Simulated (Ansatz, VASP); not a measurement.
## CuI (Marshite): VASP beside Ansatz

```xyz
2
Lattice="0.0000 2.9450 2.9450 2.9450 0.0000 2.9450 2.9450 2.9450 0.0000" Properties=species:S:1:pos:R:3 pbc="T T T"
Cu    1.4725    1.4725    1.4725
I     0.0000    0.0000    0.0000
```

Alike in both runs: task single point; functional PBE; k mesh 8 × 8 × 8; occupations gaussian, width 0.02 eV; no spin polarisation.

```csv
,VASP,Ansatz
version,VASP 6.6.1,Ansatz 0.2.0
potentials or method,"VASP PAW PBE potentials, release 64 (Cu, I)","scalar-relativistic, plane waves, PAW"
plane-wave cutoff (eV),520,420
valence electrons in the cell,18,36
```

```csv
,VASP,Ansatz,Ansatz less VASP
gap on the k mesh at the Fermi level (eV),1.39,1.37,-0.025
least direct gap on the mesh (eV),1.39,1.37,-0.025
pressure (GPa),4.8,4.7,-0.05
```

With one functional, cell and mesh, what is left measures potentials, basis and numerics. The two sets of potentials don't hold the same shells in valence.

Caveats: spin-orbit coupling is left out, which moves the levels of the heavy elements. As with any semilocal functional, this PBE gap is likely too small.
